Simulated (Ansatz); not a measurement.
A run of Ansatz 0.2.0 is set up as follows.

File input:

```
crystal:
  lattice:
    - [3.63109312, 0.0, 0.0]
    - [0.0, 3.63109312, 0.0]
    - [0.0, 0.0, 3.63109312]
  atoms:
    - { symbol: Ti, position: [0.0, 0.0, 0.0] }
    - { symbol: Te, position: [0.5, 0.5, 0.5] }
hamiltonian:
  xc: r2scanh
  pseudopotentials: { kind: paw }
kpoints:
  mp_grid: { grid: [4, 4, 4] }
scf:
  occupations: { method: fermi_dirac, width: 0.05 }
output:
  forces: true
  stress: true
  eigenvalues: true
  write_density: true
  write_potential: true
  elf: true
  volumetric_format: npy
```

Task: Predict the band gap on the k mesh.

Result: None (metal or under the smearing width).

Task: Estimate the pressure.

Result: -12.6 GPa.

Caveat: the k mesh is coarse (spacing up to 0.43 Å⁻¹), so the values aren't converged, least of all with exact exchange; the PAW data sets come from PBE, with cores solved anew for the run's functional, which leaves a small shift of forces and pressure; the thresholds are loose for stress. Spin-orbit coupling is left out, which matters for the levels of Te.
